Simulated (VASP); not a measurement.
Runs of VASP 6.6.1 on LiH. It takes space group Pm-3m (No. 221, cubic). The conventional cell has a = 2.412 Å, b = 2.412 Å, c = 2.412 Å, α = 90.00°, β = 90.00°, γ = 90.00°. Around Li (site symmetry m-3m) lie 8 H at 2.09 Å. H (site symmetry m-3m) is surrounded by 8 Li at 2.09 Å. The cell comes from a database or a generator and needn't be the stable form of this composition.

| cell | k mesh | smearing | gap on the mesh (eV) |
| --- | --- | --- | --- |
| Pm-3m, 7.02 Å³/atom | 14 × 14 × 14 | gaussian 0.02 eV | 0.34 |
| Pm-3m, 8.09 Å³/atom | 6 × 6 × 6 | gaussian 0.05 eV | (a) |
| Pm-3m, 7.4 Å³/atom | 8 × 8 × 8 | gaussian 0.05 eV | 0.35 |
| Pm-3m, 8.37 Å³/atom | 6 × 6 × 6 | gaussian 0.05 eV | 0.39 |

Alike in all rows: task single point; level LDA; potentials or basis VASP PAW LDA potentials, release 64 (Li_sv, H); no spin polarisation; cutoff (eV) 520.

Task: Estimate the missing entries.

Result: (a) 0.38.

Caveats: the cutoff is under 1.25 times the usual one of these potentials, so pressure, stress and relaxed cells hold a basis-set (Pulay) error.

A k mesh can miss the band edges.
